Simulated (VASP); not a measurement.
# SrO (Fm-3m) in VASP: a series of runs

Runs on SrO. Level: PBE. Tasks: single point.

All numbers are computed with VASP 6.6.1; they aren't measurements. Logs are shortened: lines on timing, memory, paths and dates and some standing lists are left out, and cuts for length are marked.

## Step 1: The crystal as given

It takes space group Fm-3m (No. 225, cubic). Conventional cell: a = 5.133 Å, b = 5.133 Å, c = 5.133 Å, α = 90.00°, β = 90.00°, γ = 90.00°. Sr (site symmetry m-3m) is surrounded by 6 O at 2.57 Å. O (site symmetry m-3m) is surrounded by 6 Sr at 2.57 Å.

## Step 2: Single point, PBE

File INCAR:

```
SYSTEM = SrO
  PREC = Accurate
  ENCUT = 800
  EDIFF = 1E-7
  ISMEAR = 0
  SIGMA = 0.2
  LREAL = .FALSE.
  LASPH = .TRUE.
  NELM = 100
  ALGO = Normal
  ISIF = 2
  LWAVE = .FALSE.
  LCHARG = .FALSE.
  GGA = PE
  ADDGRID = .FALSE.
```

File KPOINTS:

```
Automatic mesh
0
G
  8 8 8
  0 0 0
```

File POSCAR:

```
SrO
1.0
    0.0000000000      2.5663000000      2.5663000000
    2.5663000000      0.0000000000      2.5663000000
    2.5663000000      2.5663000000      0.0000000000
Sr O
1 1
Direct
    0.5000000000      0.5000000000      0.5000000000
    0.0000000000      0.0000000000      0.0000000000
```

Potentials or basis: VASP PAW PBE potentials, release 64 (Sr_sv, O_h).

Launch:

```bash
$ cat potpaw_PBE.64/Sr_sv/POTCAR potpaw_PBE.64/O_h/POTCAR > POTCAR
$ mpirun -np 1 vasp_std > vasp.out
```

OUTCAR:

```text
SYSTEM = SrO
   PREC = Accurate
   ENCUT = 800
   EDIFF = 1E-7
   ISMEAR = 0
   LREAL = .FALSE.
   LASPH = .TRUE.
   NELM = 100
   ISIF = 2
   GGA = PE

 Found     29 irreducible k-points:

 Following reciprocal coordinates:
            Coordinates               Weight
  0.000000  0.000000  0.000000      1.000000
  0.125000  0.000000  0.000000      8.000000
  0.250000  0.000000  0.000000      8.000000
  0.375000  0.000000  0.000000      8.000000
  0.500000  0.000000  0.000000      4.000000
  0.125000  0.125000  0.000000      6.000000
   k-points           NKPTS =     29   k-points in BZ     NKDIM =     29   number of bands    NBANDS=     12
   number of dos      NEDOS =    301   number of ions     NIONS =      2
   total plane-waves  NPLWV =  46656
   dimension x,y,z NGX =    36 NGY =   36 NGZ =   36
   dimension x,y,z NGXF=    72 NGYF=   72 NGZF=   72
   ions per type =               1   1
   NGX,Y,Z   is equivalent  to a cutoff of  16.49, 16.49, 16.49 a.u.
   NGXF,Y,Z  is equivalent  to a cutoff of  32.98, 32.98, 32.98 a.u.
 SYSTEM =  SrO
   PREC   = accura    normal or accurate (medium, high low for compatibility)
   ISTART =      0    job   : 0-new  1-cont  2-samecut
   ICHARG =      2    charge: 1-file 2-atom 10-const
   ISPIN  =      1    spin polarized calculation?
   LNONCOLLINEAR =      F non collinear calculations
   LSORBIT =      F    spin-orbit coupling
   LASPH  =      T    aspherical Exc in radial PAW
   ENCUT  =  800.0 eV  58.80 Ry    7.67 a.u.   8.37  8.37  8.37*2*pi/ulx,y,z
   NELM   =    100;   NELMIN=  2; NELMDL= -5     # of ELM steps
   EDIFF  = 0.1E-06   stopping-criterion for ELM
   LREAL  =      F    real-space projection
   EDIFFG = 0.1E-05   stopping-criterion for IOM
   NSW    =      0    number of steps for IOM
   IBRION =     -1    ionic relax: 0-MD 1-quasi-New 2-CG
   NFREE  =      0    steps in history (QN), initial steepest desc. (CG)
   ISIF   =      2    stress and relaxation
   ISYM   =      2    0-nonsym 1-usesym 2-fastsym
   POTIM  = 0.5000    time-step for ionic-motion
   TEBEG  =    0.0;   TEEND  =   0.0 temperature during run
   PSTRESS=    0.0 pullay stress
   NELECT =      16.0000    total number of electrons
   NUPDOWN=      -1.0000    fix difference up-down
   EMIN   =  10.00;   EMAX   =-10.00  energy-range for DOS
   EFERMI =   0.00;   METHOD = LEGACY
   ISMEAR =     0;   SIGMA  =   0.20  broadening in eV -4-tet -1-fermi 0-gaus
   EFERMI_NEDOS =   21; number of points for ismear=-14 and -15
   IALGO  =     38    algorithm
   IMIX   =      4    mixing-type and parameters
     AMIX     =   0.40;   BMIX     =  1.00
     AMIX_MAG =   1.60;   BMIX_MAG =  1.00
  volume/ion in A,a.u.               =      16.90       114.06
  Fermi-wavevector in a.u.,A,eV,Ry     =   1.275843  2.410995 22.147245  1.627777
  Thomas-Fermi vector in A             =   2.408533
   LORBIT       =      0    0 simple, 1 ext, 2 COOP (PROOUT), +10 PAW based schemes
   GGA     = PE    functional components
   LHFCALC =     F    Hartree Fock is set to
   AEXX    =    0.0000 exact exchange contribution
   IVDW    =     0    specifies the selected vdW correction
   LEPSILON=     F    determine dielectric tensor
   LRPA    =     F    only Hartree local field effects (RPA)
 non-spin polarized calculation
 Gauss-broadening in eV      SIGMA  =   0.20
  energy-cutoff  :      800.00
  volume of cell :       33.80
 maximum number of plane-waves:      1807
 NGX is ok and might be reduce to    36
   NGX = 17   NGY = 17   NGZ = 17

 number of electron      16.0000002 magnetization

 Free energy of the ion-electron system (eV)
  ---------------------------------------------------
  ext. energy  EPLUGINS =         0.00000000
  ---------------------------------------------------
  free energy    TOTEN  =       -12.04115451 eV

  energy without entropy =      -12.04115451  energy(sigma->0) =      -12.04115451

 E-fermi :   2.8057     XC(G=0): -10.0545

 val. band max:        1.9133006208   @ k =   0.0000   0.0000   0.0000
 cond. band min:       5.1800438392   @ k =   0.5000   0.5000   0.0000
 fundamental gap:      3.2667432184
 Fermi energy:         2.8057230653

 k-point     1 :       0.0000    0.0000    0.0000
  band No.  band energies     occupation
      1     -30.4522      2.00000
      2     -13.1872      2.00000
      3     -12.0846      2.00000
      4     -12.0846      2.00000
      5     -12.0846      2.00000
      6       1.9133      2.00000
      7       1.9133      2.00000
      8       1.9133      2.00000
      9       5.9392      0.00000
     10       8.1407      0.00000
     11       8.1407      0.00000
     12       8.1407      0.00000

 k-point     2 :       0.1250    0.0000    0.0000
  band No.  band energies     occupation
      1     -30.4318      2.00000
      2     -13.5529      2.00000
      3     -12.0969      2.00000
      4     -12.0969      2.00000
      5     -11.7688      2.00000
      6       1.4624      2.00000
      7       1.7162      2.00000
      8       1.7162      2.00000
      9       6.6382      0.00000
     10       7.9923      0.00000
     11       8.4482      0.00000
     12       8.4482      0.00000

 k-point     3 :       0.2500    0.0000    0.0000
  band No.  band energies     occupation
      1     -30.3821      2.00000
      2     -14.1280      2.00000
      3     -12.1264      2.00000
      4     -12.1264      2.00000
      5     -11.3151      2.00000
      6       0.6343      2.00000
      7       1.2867      2.00000
      8       1.2867      2.00000
      9       7.9239      0.00000
     10       8.1877      0.00000
     11       9.2828      0.00000
     12       9.2828      0.00000

 k-point     4 :       0.3750    0.0000    0.0000
  band No.  band energies     occupation
      1     -30.3316      2.00000
      2     -14.5585      2.00000
      3     -12.1553      2.00000
      4     -12.1553      2.00000
      5     -11.0061      2.00000
      6      -0.0210      2.00000
      7       0.9117      2.00000
      8       0.9117      2.00000
      9       8.2567      0.00000
     10       9.7130      0.00000
     11      10.3012      0.00000
     12      10.3012      0.00000

 k-point     5 :       0.5000    0.0000    0.0000
  band No.  band energies     occupation
      1     -30.3104      2.00000
      2     -14.7157      2.00000
      3     -12.1671      2.00000
      4     -12.1671      2.00000
      5     -10.8992      2.00000
      6      -0.2639      2.00000
      7       0.7689      2.00000
      8       0.7689      2.00000
      9       8.4941      0.00000
     10      10.4196      0.00000
     11      10.7963      0.00000
     12      10.7963      0.00000

 k-point     6 :       0.1250    0.1250    0.0000
  band No.  band energies     occupation
      1     -30.4252      2.00000
      2     -13.5874      2.00000
      3     -12.1402      2.00000
      4     -12.1402      2.00000
      5     -11.6950      2.00000
      6       1.1509      2.00000
      7       1.8455      2.00000
      8       1.8455      2.00000
      9       6.7032      0.00000
     10       7.4562      0.00000
     11       8.8009      0.00000
     12       8.8009      0.00000

 [... further k-points ...]
[... 5 lines left out ...]
  --------------------------------------------------------------------------------------
  -------------------------------------------------------------------------------------
  Total        0.4765523      0.4765523      0.4765523      0.0000000      0.0000000      0.0000000
  in kB       22.5875365     22.5875365     22.5875365      0.0000000      0.0000000      0.0000000
  external PRESSURE =      22.5875365 kB  Pullay stress =       0.0000000 kB

 VOLUME and BASIS-vectors are now :
 -----------------------------------------------------------------------------
  energy-cutoff  :      800.00
  volume of cell :       33.80
      direct lattice vectors                 reciprocal lattice vectors
     0.000000000  2.566300000  2.566300000    -0.194833028  0.194833028  0.194833028
     2.566300000  0.000000000  2.566300000     0.194833028 -0.194833028  0.194833028
     2.566300000  2.566300000  0.000000000     0.194833028  0.194833028 -0.194833028

 POSITION                                       TOTAL-FORCE (eV/Angst)
 -----------------------------------------------------------------------------------
      2.56630      2.56630      2.56630        -0.000000      0.000000     -0.000000
      0.00000      0.00000      0.00000         0.000000     -0.000000      0.000000
 -----------------------------------------------------------------------------------
    total drift:                                0.000000      0.000000      0.000000

  FREE ENERGIE OF THE ION-ELECTRON SYSTEM (eV)
  ---------------------------------------------------
  free  energy   TOTEN  =       -12.0411545104 eV

  energy  without entropy=      -12.0411545103  energy(sigma->0) =      -12.04115451
```

OSZICAR:

```text
N       E                     dE             d eps       ncg     rms          rms(c)
DAV:   1     0.992871871657E+02    0.99287E+02   -0.10432E+04   696   0.178E+03
DAV:   2    -0.636285885447E+01   -0.10565E+03   -0.95940E+02  1012   0.293E+02
DAV:   3    -0.139386711228E+02   -0.75758E+01   -0.74533E+01   888   0.701E+01
DAV:   4    -0.142168235017E+02   -0.27815E+00   -0.27790E+00   988   0.107E+01
DAV:   5    -0.142201317297E+02   -0.33082E-02   -0.33081E-02   844   0.143E+00    0.168E+01
DAV:   6    -0.121360988847E+02    0.20840E+01   -0.10079E+01   832   0.235E+01    0.210E+01
DAV:   7    -0.120495338141E+02    0.86565E-01   -0.68833E-01   884   0.733E+00    0.116E+01
DAV:   8    -0.120402099400E+02    0.93239E-02   -0.15460E-01   744   0.447E+00    0.150E+00
DAV:   9    -0.120403349243E+02   -0.12498E-03   -0.16571E-02  1020   0.114E+00    0.242E-01
DAV:  10    -0.120410155792E+02   -0.68065E-03   -0.15500E-03   732   0.380E-01    0.710E-02
DAV:  11    -0.120411490660E+02   -0.13349E-03   -0.12566E-04   824   0.110E-01    0.844E-02
DAV:  12    -0.120411540893E+02   -0.50232E-05   -0.29031E-05   960   0.466E-02    0.191E-02
DAV:  13    -0.120411544862E+02   -0.39690E-06   -0.21962E-06   832   0.147E-02    0.140E-02
DAV:  14    -0.120411545104E+02   -0.24198E-07   -0.11100E-07   640   0.378E-03
   1 F= -.12041155E+02 E0= -.12041155E+02  d E =-.184892E-11
```

Run time: 48 s. Hardware: 1 thread of Intel Xeon Platinum 8375C at 2.90GHz (Ice Lake), shared host; peak memory 0.21 GiB.

These settings aren't checked as converged: the numbers below hold their error.

What came out:

```yaml
Free_energy: -12.0412 eV
Band_gap_on_the_k_mesh: 3.27 eV, indirect (least direct gap 3.35 eV)
```

Caveat: the cutoff is under 1.25 times the usual one of these potentials, so pressure, stress and relaxed cells hold a basis-set (Pulay) error.

## Step 3: Single point, PBE

Edit INCAR of step 2 so:

```diff
@@ -5,3 +5,3 @@
   ISMEAR = 0
-  SIGMA = 0.2
+  SIGMA = 0.1
   LREAL = .FALSE.
```

KPOINTS is that of step 2.

POSCAR is that of step 2.

Potentials or basis: VASP PAW PBE potentials, release 64 (Sr_sv, O_h).

Launch:

```bash
$ cat potpaw_PBE.64/Sr_sv/POTCAR potpaw_PBE.64/O_h/POTCAR > POTCAR
$ mpirun -np 1 vasp_std > vasp.out
```

OUTCAR:

```text
SYSTEM = SrO
   PREC = Accurate
   ENCUT = 800
   EDIFF = 1E-7
   ISMEAR = 0
   LREAL = .FALSE.
   LASPH = .TRUE.
   NELM = 100
   ISIF = 2
   GGA = PE

 Found     29 irreducible k-points:

 Following reciprocal coordinates:
            Coordinates               Weight
  0.000000  0.000000  0.000000      1.000000
  0.125000  0.000000  0.000000      8.000000
  0.250000  0.000000  0.000000      8.000000
  0.375000  0.000000  0.000000      8.000000
  0.500000  0.000000  0.000000      4.000000
  0.125000  0.125000  0.000000      6.000000
   k-points           NKPTS =     29   k-points in BZ     NKDIM =     29   number of bands    NBANDS=     12
   number of dos      NEDOS =    301   number of ions     NIONS =      2
   total plane-waves  NPLWV =  46656
   dimension x,y,z NGX =    36 NGY =   36 NGZ =   36
   dimension x,y,z NGXF=    72 NGYF=   72 NGZF=   72
   ions per type =               1   1
   NGX,Y,Z   is equivalent  to a cutoff of  16.49, 16.49, 16.49 a.u.
   NGXF,Y,Z  is equivalent  to a cutoff of  32.98, 32.98, 32.98 a.u.
 SYSTEM =  SrO
   PREC   = accura    normal or accurate (medium, high low for compatibility)
   ISTART =      0    job   : 0-new  1-cont  2-samecut
   ICHARG =      2    charge: 1-file 2-atom 10-const
   ISPIN  =      1    spin polarized calculation?
   LNONCOLLINEAR =      F non collinear calculations
   LSORBIT =      F    spin-orbit coupling
   LASPH  =      T    aspherical Exc in radial PAW
   ENCUT  =  800.0 eV  58.80 Ry    7.67 a.u.   8.37  8.37  8.37*2*pi/ulx,y,z
   NELM   =    100;   NELMIN=  2; NELMDL= -5     # of ELM steps
   EDIFF  = 0.1E-06   stopping-criterion for ELM
   LREAL  =      F    real-space projection
   EDIFFG = 0.1E-05   stopping-criterion for IOM
   NSW    =      0    number of steps for IOM
   IBRION =     -1    ionic relax: 0-MD 1-quasi-New 2-CG
   NFREE  =      0    steps in history (QN), initial steepest desc. (CG)
   ISIF   =      2    stress and relaxation
   ISYM   =      2    0-nonsym 1-usesym 2-fastsym
   POTIM  = 0.5000    time-step for ionic-motion
   TEBEG  =    0.0;   TEEND  =   0.0 temperature during run
   PSTRESS=    0.0 pullay stress
   NELECT =      16.0000    total number of electrons
   NUPDOWN=      -1.0000    fix difference up-down
   EMIN   =  10.00;   EMAX   =-10.00  energy-range for DOS
   EFERMI =   0.00;   METHOD = LEGACY
   ISMEAR =     0;   SIGMA  =   0.10  broadening in eV -4-tet -1-fermi 0-gaus
   EFERMI_NEDOS =   21; number of points for ismear=-14 and -15
   IALGO  =     38    algorithm
   IMIX   =      4    mixing-type and parameters
     AMIX     =   0.40;   BMIX     =  1.00
     AMIX_MAG =   1.60;   BMIX_MAG =  1.00
  volume/ion in A,a.u.               =      16.90       114.06
  Fermi-wavevector in a.u.,A,eV,Ry     =   1.275843  2.410995 22.147245  1.627777
  Thomas-Fermi vector in A             =   2.408533
   LORBIT       =      0    0 simple, 1 ext, 2 COOP (PROOUT), +10 PAW based schemes
   GGA     = PE    functional components
   LHFCALC =     F    Hartree Fock is set to
   AEXX    =    0.0000 exact exchange contribution
   IVDW    =     0    specifies the selected vdW correction
   LEPSILON=     F    determine dielectric tensor
   LRPA    =     F    only Hartree local field effects (RPA)
 non-spin polarized calculation
 Gauss-broadening in eV      SIGMA  =   0.10
  energy-cutoff  :      800.00
  volume of cell :       33.80
 maximum number of plane-waves:      1807
 NGX is ok and might be reduce to    36
   NGX = 17   NGY = 17   NGZ = 17

 number of electron      16.0000002 magnetization

 Free energy of the ion-electron system (eV)
  ---------------------------------------------------
  ext. energy  EPLUGINS =         0.00000000
  ---------------------------------------------------
  free energy    TOTEN  =       -12.04115451 eV

  energy without entropy =      -12.04115451  energy(sigma->0) =      -12.04115451

 E-fermi :   2.3344     XC(G=0): -10.0545

 val. band max:        1.9133006207   @ k =   0.0000   0.0000   0.0000
 cond. band min:       5.1800438392   @ k =   0.5000   0.5000   0.0000
 fundamental gap:      3.2667432184
 Fermi energy:         2.3343958743

 k-point     1 :       0.0000    0.0000    0.0000
  band No.  band energies     occupation
      1     -30.4522      2.00000
      2     -13.1872      2.00000
      3     -12.0846      2.00000
      4     -12.0846      2.00000
      5     -12.0846      2.00000
      6       1.9133      2.00000
      7       1.9133      2.00000
      8       1.9133      2.00000
      9       5.9392      0.00000
     10       8.1407      0.00000
     11       8.1407      0.00000
     12       8.1407      0.00000
[... 61 lines left out ...]
 k-point     6 :       0.1250    0.1250    0.0000
  band No.  band energies     occupation
      1     -30.4252      2.00000
      2     -13.5874      2.00000
      3     -12.1402      2.00000
      4     -12.1402      2.00000
      5     -11.6950      2.00000
      6       1.1509      2.00000
      7       1.8455      2.00000
      8       1.8455      2.00000
      9       6.7032      0.00000
     10       7.4562      0.00000
     11       8.8009      0.00000
     12       8.8009      0.00000

 [... further k-points ...]
[... 5 lines left out ...]
  --------------------------------------------------------------------------------------
  -------------------------------------------------------------------------------------
  Total        0.4765523      0.4765523      0.4765523      0.0000000      0.0000000     -0.0000000
  in kB       22.5875365     22.5875365     22.5875365      0.0000000      0.0000000     -0.0000000
  external PRESSURE =      22.5875365 kB  Pullay stress =       0.0000000 kB

 VOLUME and BASIS-vectors are now :
 -----------------------------------------------------------------------------
  energy-cutoff  :      800.00
  volume of cell :       33.80
      direct lattice vectors                 reciprocal lattice vectors
     0.000000000  2.566300000  2.566300000    -0.194833028  0.194833028  0.194833028
     2.566300000  0.000000000  2.566300000     0.194833028 -0.194833028  0.194833028
     2.566300000  2.566300000  0.000000000     0.194833028  0.194833028 -0.194833028

 POSITION                                       TOTAL-FORCE (eV/Angst)
 -----------------------------------------------------------------------------------
      2.56630      2.56630      2.56630         0.000000      0.000000      0.000000
      0.00000      0.00000      0.00000        -0.000000     -0.000000     -0.000000
 -----------------------------------------------------------------------------------
    total drift:                                0.000000      0.000000      0.000000

  FREE ENERGIE OF THE ION-ELECTRON SYSTEM (eV)
  ---------------------------------------------------
  free  energy   TOTEN  =       -12.0411545103 eV

  energy  without entropy=      -12.0411545103  energy(sigma->0) =      -12.04115451
```

stdout:

```text
POSCAR found type information on POSCAR SrO
 POSCAR found :  2 types and       2 ions
 scaLAPACK will be used
 LDA part: xc-table for (Slater+PW92), standard interpolation
 POSCAR, INCAR and KPOINTS ok, starting setup
 FFT: planning ... GRIDC
 FFT: planning ... GRID_SOFT
 FFT: planning ... GRID
 WAVECAR not read
 entering main loop
```

It took 50 s on 1 thread of Intel Xeon Platinum 8375C at 2.90GHz (Ice Lake), shared host; peak memory 0.21 GiB.

These settings aren't checked as converged: the numbers below hold their error.

Results:

- Free energy: -12.0412 eV
- Band gap on the k mesh: 3.27 eV, indirect (least direct gap 3.35 eV)

Caveat: the cutoff is under 1.25 times the usual one of these potentials, so pressure, stress and relaxed cells hold a basis-set (Pulay) error.

(Continued in part 2 of 2.)
